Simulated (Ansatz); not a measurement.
# SnO2 (Imma) in Ansatz: relaxation of cell and atoms with LDA

Aim: the relaxation of cell and atoms of SnO2 with LDA.

Everything below comes from runs of Ansatz 0.2.0. Logs are shortened: lines on timing, memory, paths and dates and some standing lists are left out, and cuts for length are marked.

## (1) Starting point

The structure is orthorhombic, space group Imma (No. 74). Conventional cell: a = 6.498 Å, b = 6.829 Å, c = 6.828 Å, α = 90.00°, β = 90.00°, γ = 90.00°. Sn (site symmetry 2/m) has 6 O at 2.09 Å as nearest neighbours. Around Sn (site symmetry mm2) lie 6 O at 2.09 to 2.10 Å. O (site symmetry m) is surrounded by 3 Sn at 2.09 to 2.10 Å. Around O (site symmetry m) lie 3 Sn at 2.09 Å.

The cell is a database's computed one.

## (2) Relaxation of cell and atoms, LDA, target pressure 2 GPa, at which the enthalpy is minimised

The input, input.yaml:

```yaml
crystal:
  lattice:
    - [-3.248897, 3.41447, 3.414021]
    - [3.248897, -3.41447, 3.414021]
    - [3.248897, 3.41447, -3.414021]
  atoms:
    - { symbol: Sn, position: [0.5, 0.0, 0.0] }
    - { symbol: Sn, position: [0.5, 0.5, 0.5] }
    - { symbol: Sn, position: [0.003599, 0.753599, 0.25] }
    - { symbol: Sn, position: [0.996401, 0.246401, 0.75] }
    - { symbol: O, position: [0.806496, 0.803774, 0.497278] }
    - { symbol: O, position: [0.806496, 0.309218, 0.002722] }
    - { symbol: O, position: [0.302435, 0.24594, 0.056495] }
    - { symbol: O, position: [0.689445, 0.24594, 0.443505] }
    - { symbol: O, position: [0.310555, 0.75406, 0.556495] }
    - { symbol: O, position: [0.193504, 0.690782, 0.997278] }
    - { symbol: O, position: [0.697565, 0.75406, 0.943505] }
    - { symbol: O, position: [0.193504, 0.196226, 0.502722] }
hamiltonian:
  xc: lda
  pseudopotentials: { kind: paw }
kpoints:
  mp_grid: { grid: [5, 5, 5] }
scf:
  occupations: { method: fermi_dirac, width: 0.05 }
output:
  forces: true
  stress: true
  eigenvalues: true
  write_density: true
  write_potential: true
  elf: true
  volumetric_format: npy
relax:
  f_tol: 0.01
  max_steps: 40
  cell: { stress_tol: 0.05, p_target: 2.0 }
```

Potentials or basis: Ansatz PAW.

Command:

```
ansatz run input.yaml --threads 4 --pin off --max-ram 11264MiB --backend cpu --events-out ev --progress --plain --runs-dir out
```

The program printed:

```text
Warning: RAYON_NUM_THREADS=4 ignored (pool sized by the plan → 4); use --threads N
Engine: ansatz 0.2.0, aarch64-unknown-linux-gnu
Pseudopotentials: kind: paw
Pseudopotential: Sn, paw, valence charge 14, recommended cutoff 420 eV (normal), Sn.paw.azcp
Pseudopotential: O, paw, valence charge 6, recommended cutoff 420 eV (normal), O.paw.azcp
Functional definition: SPW92
  exchange = slater_x
  correlation = pw_c
Crystal: 12 atoms, lattice volume = 151.491 Å³
Basis set: ecut = 420 eV, 2975 PW (Γ)
Bands: 64, of which v1, the nominal top of the filled ones, is band 52 counted from 1 (51 counted from 0)
Symmetry: 8 space group operations
Space group: Imma (ITA 74), of the structure as read, at distance tolerance 5.3e-5 Å
k-points: 27 of 125
Non-local potential: Sn, projectors of the file, l = 0: 2, l = 1: 2, l = 2: 2, l = 3: 2
Non-local potential: O, projectors of the file, l = 0: 2, l = 1: 2, l = 2: 1
PAW form: soft (Blöchl's): semilocal exchange-correlation on the pseudo side does not see the compensation charge
PAW frozen core: Sn, regenerated for the run's functional, and the local potential with it (the file was generated under x = pbe(κ = 0.804, μ = 0.2195149727645171), c = pbe(β = 0.06672455060314922))
PAW frozen core: O, regenerated for the run's functional, and the local potential with it (the file was generated under x = pbe(κ = 0.804, μ = 0.2195149727645171), c = pbe(β = 0.06672455060314922))
PAW one-centre angular grid: Sn, 590 points (default); XC on 64 Gauss nodes
PAW one-centre angular grid: O, 110 points (default); XC on 64 Gauss nodes
Initial density: superposition of atomic densities (neutral atoms: chi_scale 0, normalization atom), corrected by the library's trained network
Initial wavefunctions: pseudopotential atomic-orbital guess
Functional: x = slater, c = lda
SCF iter   1: F=—  HF=-27960.517741 eV  |F-HF|=—  |Δ(HF+E_count)|=         —  Δρ=1.93e-2  dr2=4.86e-1  ethr=1.77e-3  ⟨swp⟩=6.0  Hψ=6991  notcnv=0  defer=32
preconditioner: auto → Resta (q_TF=auto, 2.563 Å⁻¹)  ε∞=3.7  [insulator: Δε(μ)=0.300 eV  Ē_g=18.859 eV  σ=0.050 eV  W_gap=0.90  n_scr=42 (ndim 8)  ℏωp=30.8 eV  f_vac=0.037  D(μ)=0.04/eV (n_scr^D=0)  ε∞_Penn≈3.7]
SCF iter   2: F=—  HF=-27960.382813 eV  |F-HF|=—  |Δ(HF+E_count)|=   1.35e-1  Δρ=5.00e-3  dr2=1.42e-2  ethr=4.67e-4  ⟨swp⟩=2.0  Hψ=2650  notcnv=0  defer=171
SCF iter   3: F=—  HF=-27960.377890 eV  |F-HF|=—  |Δ(HF+E_count)|=   4.92e-3  Δρ=2.15e-3  dr2=3.83e-3  ethr=1.36e-5  ⟨swp⟩=2.0  Hψ=3031  notcnv=0  defer=171
SCF iter   4: F=—  HF=-27960.376639 eV  |F-HF|=—  |Δ(HF+E_count)|=   1.25e-3  Δρ=3.75e-4  dr2=1.86e-4  ethr=3.68e-6  ⟨swp⟩=2.0  Hψ=2769  notcnv=0  defer=171
SCF iter   5: F=—  HF=-27960.376630 eV  |F-HF|=—  |Δ(HF+E_count)|=   9.25e-6  Δρ=8.49e-5  dr2=9.05e-6  ethr=1.79e-7  ⟨swp⟩=2.5  Hψ=2166  notcnv=0  defer=171
SCF iter   6: F=—  HF=-27960.376627 eV  |F-HF|=—  |Δ(HF+E_count)|=   2.74e-6  Δρ=2.08e-5  dr2=5.24e-7  ethr=8.70e-9  ⟨swp⟩=2.0  Hψ=2061  notcnv=0  defer=171
SCF iter   7: F=-27960.376627 eV  HF=-27960.376627 eV  |F-HF|=3.90e-8  |Δ(HF+E_count)|=   1.02e-7  Δρ=5.89e-6  dr2=4.77e-8  ethr=9.62e-11  ⟨swp⟩=17.1  Hψ=13717  notcnv=0
SCF 1 converged in 7 iterations: F = -27960.376627 eV  dr2 = 4.77e-8
relax step   1: F+E_penalty+E_count = -27960.37662692 eV  Δ(F+E_penalty+E_count) = +0.000e0 eV  max|allowed force component| = 1.394e-1 eV/Å  Δτ_max = 0.0000 Å  P = -11.453 GPa  Ω = 151.491 Å³  (7 SCF iters, dr2 threshold 1.00e-7 eV, accepted)
Crystal: 12 atoms, lattice volume = 140.642 Å³
Basis set: ecut = 420 eV, 2763 PW (Γ)
Initial density: handed on by an earlier stage of this run
Initial wavefunctions: those handed on with the density
iter 1 solved again at ethr=2.23e-4 eV; its pass at ethr=3.10e-3 eV (dr2=2.32e-1 eV) is discarded
SCF iter   1: F=—  HF=-27960.837208 eV  |F-HF|=—  |Δ(HF+E_count)|=         —  Δρ=1.41e-2  dr2=2.27e-1  ethr=2.23e-4  ⟨swp⟩=3.1  Hψ=8091  notcnv=0
preconditioner: auto → Resta (q_TF=auto, 2.594 Å⁻¹)  ε∞=3.6  [insulator: Δε(μ)=1.370 eV  Ē_g=19.673 eV  σ=0.050 eV  W_gap=1.00  n_scr=42 (ndim 8)  ℏωp=31.9 eV  f_vac=0.005  D(μ)=0.00/eV (n_scr^D=0)  ε∞_Penn≈3.6]
SCF iter   2: F=—  HF=-27960.773538 eV  |F-HF|=—  |Δ(HF+E_count)|=   6.37e-2  Δρ=5.07e-3  dr2=3.49e-2  ethr=2.18e-4  ⟨swp⟩=2.1  Hψ=2587  notcnv=0
SCF iter   3: F=—  HF=-27960.763249 eV  |F-HF|=—  |Δ(HF+E_count)|=   1.03e-2  Δρ=1.21e-3  dr2=1.90e-3  ethr=3.35e-5  ⟨swp⟩=2.1  Hψ=2688  notcnv=0
[... 71 lines left out ...]
SCF converged after 5 iterations
Free energy (F): -27960.717652 eV
Harris-Foulkes:  -27960.717652 eV  (|F-HF|=5.09e-11)
Internal energy: -27960.717652 eV  (E = F + TS)
E sigma→0 (E₀):  -27960.717652 eV
Entropy (-TS):   -0.000000 eV (-0.000 meV/atom)
Fermi energy:    10.032166 eV
--- Per-component energies (eV) ---
  E_band       = -239.456027
  E_kinetic    = 2165.884105
  E_local      = -5660.120956  (includes V_loc(G=0)·N_el)
  E_nonlocal   = 302.552925
  E_hartree    = 2936.420855
  E_xc         = -2084.880593
  E_vxc        = -1129.995731  (∫ρ·V_xc dr)
  E_paw        = -17206.336356  (= ΣΔE_a)
  E_vpaw       = -1790.638362  (= ΣTr[D̂ρ^β])
  E_aug_tail   = 0.020349  (compensation charges beyond the density's cutoff)
  E_ewald      = -8416.732946
  E_core_change = 2.474965  (= ΣΔE_core)
  E_smearing   = -0.000000  (= −TS)
  E_closure    = 0.000000  (closes the sum)
  Σ components = -27960.717652   (vs F -27960.717652, Δ=0.00e0)
--- Forces (eV/Å), atoms counted from 1 ---
  atom   1  Sn     0.00000000     0.00000000    -0.00000000
  atom   2  Sn    -0.00000000     0.00000000    -0.00000000
  atom   3  Sn     0.00000000     0.00000000     0.00063114
  atom   4  Sn     0.00000000     0.00000000    -0.00063114
  atom   5  O      0.00036649     0.00000000     0.00028667
  atom   6  O     -0.00036649     0.00000000     0.00028667
  atom   7  O      0.00000000     0.00027367    -0.00002250
  atom   8  O      0.00000000    -0.00027367    -0.00002250
  atom   9  O      0.00000000     0.00027367     0.00002250
  atom  10  O      0.00036649     0.00000000    -0.00028667
  atom  11  O      0.00000000    -0.00027367     0.00002250
  atom  12  O     -0.00036649     0.00000000    -0.00028667
  max |Σ_I F_I| component: 2.08e-17 eV/Å
--- Stress (GPa, compression-positive) ---
        1.990107       0.000000       0.000000
        0.000000       1.979923       0.000000
        0.000000       0.000000       1.979755
  P = ⅓ Tr σ = 1.9833 GPa (19.833 kbar)
--- Band table (eV; the first three rows and the last of 27) ---
  k-point 0: bands = ["-11.6483", "-11.3629", "-11.3629", "-10.9034", "-10.9034", "-10.8474", "-10.5555", "-10.5366", "-10.5366", "-10.4616", "-10.3930", "-10.3930", "-10.3903", "-10.3108", "-10.3108", "-10.2897", "-10.2729", "-10.2729", "-10.2691", "-10.2691", "-9.4563", "-7.4745", "-7.4745", "-7.3983", "-7.3983", "-6.0147", "-6.0147", "-5.5512", "1.0742", "1.1509", "1.1509", "4.1916", "4.1916", "5.1913", "5.1913", "5.2716", "6.1408", "6.7597", "6.7597", "6.9773", "6.9773", "7.3074", "7.4812", "8.1219", "8.1219", "8.4021", "8.4021", "8.5391", "8.5392", "8.5849", "8.5849", "9.3913", "10.6557", "14.1911", "14.1911", "15.4126", "15.5213", "15.5213", "18.1094", "18.1094", "19.5646", "19.7022", "20.2361", "20.2361"]
  k-point 1: bands = ["-11.5706", "-11.3977", "-11.3001", "-10.9430", "-10.8331", "-10.7967", "-10.6517", "-10.6376", "-10.5317", "-10.4653", "-10.3874", "-10.3839", "-10.3805", "-10.3141", "-10.3109", "-10.3081", "-10.3033", "-10.2942", "-10.2856", "-10.2841", "-9.3356", "-7.6433", "-7.4116", "-7.3415", "-7.3205", "-6.1514", "-5.9976", "-5.6525", "1.1939", "1.4165", "1.5663", "4.4840", "4.4908", "4.8033", "5.2910", "5.4727", "5.5024", "6.3035", "6.4195", "6.5695", "6.8692", "7.5241", "7.7120", "7.8204", "7.8312", "8.2915", "8.3498", "8.3981", "8.4978", "8.5554", "8.6136", "9.2323", "11.6890", "14.4044", "14.5258", "15.4927", "16.0570", "16.1044", "18.0314", "18.3870", "18.9903", "19.7501", "20.0677", "20.4266"]
  k-point 2: bands = ["-11.3959", "-11.3695", "-11.1238", "-11.0561", "-11.0233", "-10.8747", "-10.6681", "-10.6669", "-10.4781", "-10.4373", "-10.4091", "-10.3841", "-10.3603", "-10.3583", "-10.3379", "-10.3265", "-10.3182", "-10.3146", "-10.3078", "-10.2999", "-8.9331", "-8.2805", "-7.3253", "-7.2191", "-6.9439", "-6.5040", "-5.9295", "-5.8302", "1.5941", "1.8447", "2.5890", "3.8144", "4.5167", "4.9956", "5.2661", "5.2993", "5.6118", "5.8630", "6.1060", "6.2020", "6.6217", "6.7638", "7.3301", "7.8171", "7.8749", "8.1151", "8.2722", "8.3513", "8.4875", "8.5597", "8.7456", "8.9784", "13.2977", "14.3858", "15.2720", "15.6534", "17.2317", "17.3757", "18.0001", "18.4538", "18.4685", "18.6055", "20.1039", "20.4219"]
  k-point 26: bands = ["-11.3349", "-11.3349", "-11.2860", "-11.2860", "-11.0706", "-10.7369", "-10.6426", "-10.6426", "-10.5115", "-10.5115", "-10.3794", "-10.3794", "-10.3362", "-10.3284", "-10.3284", "-10.3262", "-10.3052", "-10.2964", "-10.2848", "-10.2848", "-8.2973", "-7.5220", "-7.5220", "-7.4455", "-7.4455", "-6.9135", "-6.0616", "-6.0616", "1.3844", "2.8655", "3.5139", "3.5139", "5.2078", "5.2405", "5.2405", "5.4611", "5.4611", "6.0697", "6.3856", "6.3856", "6.4950", "6.4950", "6.8370", "6.8370", "7.1506", "8.1591", "8.2212", "8.2212", "8.2509", "8.2509", "8.4802", "8.4802", "14.3193", "14.3193", "14.8030", "16.0758", "17.0773", "17.0773", "18.3229", "19.2952", "19.2952", "19.8533", "20.2421", "20.2421"]
--- Relaxed structure (6 steps of the walk, 6 accepted, 2 SCFs on fresh bases) ---
  F+E_penalty+E_count = -27960.71765215 eV   max|allowed force component| = 6.311e-4 eV/Å   (the final SCF, on the basis selected at the relaxed cell)
  cell:  # Å, volume = 140.9469 Å³
    - [-3.184945214620302, 3.326187188861678, 3.3261885733505783]
    - [3.184945214620302, -3.326187188861678, 3.3261885733505783]
    - [3.184945214620302, 3.326187188861678, -3.3261885733505783]
  atoms:
    - { symbol: Sn, position: [0.5, 0.0, 0.0] }
    - { symbol: Sn, position: [0.5, 0.5, 0.5] }
    - { symbol: Sn, position: [-7.4247909350455554e-6, 0.749992575209065, 0.24999999999999994] }
    - { symbol: Sn, position: [1.0000074247909352, 0.2500074247909351, 0.7500000000000002] }
    - { symbol: O, position: [0.8059222560661149, 0.8059224407624415, 0.5000001846963267] }
    - { symbol: O, position: [0.8059222560661152, 0.30592207136978855, -1.8469632651063606e-7] }
    - { symbol: O, position: [0.305924388079385, 0.2500020624096869, 0.05592232566969805] }
    - { symbol: O, position: [0.6940797367399889, 0.2500020624096869, 0.444077674330302] }
    - { symbol: O, position: [0.3059202632600112, 0.7499979375903131, 0.555922325669698] }
    - { symbol: O, position: [0.1940777439338849, 0.6940779286302117, 1.0000001846963267] }
    - { symbol: O, position: [0.6940756119206152, 0.7499979375903132, 0.9440776743303021] }
    - { symbol: O, position: [0.194077743933885, 0.1940775592375584, 0.49999981530367354] }
```

It took 36 s on 4 threads of Arm Neoverse V2, shared host; peak memory 0.64 GiB.

Results:

```yaml
Free_energy: -27960.7177 eV
Relaxed_volume: 11.75 Å³/atom
Relaxed_cell: a = 5.681 Å, b = 5.681 Å, c = 5.681 Å, α = 111.80°, β = 108.32°, γ = 108.32°
Space_group_after_relaxing_to_0.05_Å: P4_2/mnm (No. 136)
Energy_change_on_relaxing_the_enthalpy_is_what_falls: -28.4 meV/atom
Ionic_steps: 8
Pressure_after_relaxing: 2.0 GPa
Band_gap_on_the_k_mesh: 1.26 eV
```

The path:
| step | energy change (eV) | largest force (eV/Å) | volume (Å³) |
| --- | --- | --- | --- |
| 1 | 0.0000 | 0.1464 | 151.49 |
| 2 | -0.3861 | 0.1233 | 140.64 |
| 3 | -0.3953 | 0.0340 | 141.43 |
| 4 | -0.3962 | 0.0046 | 141.32 |
| 5 | -0.3962 | 0.0020 | 141.31 |
| 6 | -0.3448 | 0.0012 | 141.31 |
| 7 | -0.3434 | 0.0006 | 140.95 |
| 8 | -0.3410 | 0.0006 | 140.95 |

Final structure:
```
Sn O
1.0
    -3.18495    3.32619    3.32619
     3.18495   -3.32619    3.32619
     3.18495    3.32619   -3.32619
Sn O
4 8
Cartesian
  -1.5925 1.6631 1.6631
  1.5925 1.6631 1.6631
  3.1849 -1.6631 1.6630
  0.0000 4.9893 1.6631
  1.5925 1.6631 3.6982
  -1.5925 1.6631 3.6982
  0.0000 0.3720 1.6631
  0.0000 2.9542 1.6631
  3.1849 0.3720 1.6631
  4.7774 1.6631 -0.3720
  3.1849 2.9542 1.6631
  1.5925 1.6631 -0.3720
```

Levels at points of the mesh, in eV from the valence-band top:
```tsv
k point	band 48	band 49	band 50	band 51	band 52	band 53	band 54	band 55	band 56	band 57
(0.00, 0.00, 0.00)	-0.85	-0.85	-0.81	-0.81	0.00	1.26	4.80	4.80	6.02	6.13
```

Caveat: odd divisions of the mesh miss points on the zone boundary, where band edges often lie, so the gap on the mesh can be too wide; the plane-wave basis is chosen anew once the cell has moved, so the energies of steps on either side of that aren't comparable; the pressure holds a Pulay correction of +1.1 GPa for the finite cutoff; spin-orbit coupling is left out, which moves the levels of the heavy elements; the PAW data sets come from PBE, with cores solved anew for the run's functional, which leaves a small shift of forces and pressure. A hybrid or GW would open this gap; LDA tends to underestimate it.
